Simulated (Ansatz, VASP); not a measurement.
## Two plane-wave programs on Li

```
CELL_PARAMETERS angstrom
4.91953 -0.01406 0.05227
-2.47194 4.33883 -0.01103
0.03051 0.01018 2.84981
ATOMIC_POSITIONS crystal
Li 0.99520 0.99296 0.98786
Li 0.66001 0.33333 0.48083
Li 0.32800 0.65203 0.49628
```

This isn't the form of Li at room conditions, which is bcc.

Alike in both runs: task single point; functional PBEsol; dispersion D3(BJ); k mesh 5 × 5 × 7; no spin polarisation.

```csv
,VASP,Ansatz
version,VASP 6.6.1,Ansatz 0.2.0
potentials or method,"VASP PAW PBE potentials, release 64 (Li_sv)","plane waves, PAW"
plane-wave cutoff (eV),520,540
occupations,"methfessel-paxton of order 1, width 0.1 eV",cold
valence electrons in the cell,9,9
```

```csv
,VASP,Ansatz,Ansatz less VASP
rms of the force components (eV/Å),0.042,0.041,-0.0003
dispersion energy (meV/atom),-149.1,-149.1,-0.04
```

Atom by atom the forces differ by 0.000 eV/Å (rms over components). Ansatz warned: «stress_scf_threshold_loose».

Caveats: the PAW data sets were made with another functional, which shifts forces and pressure a little (VASP).
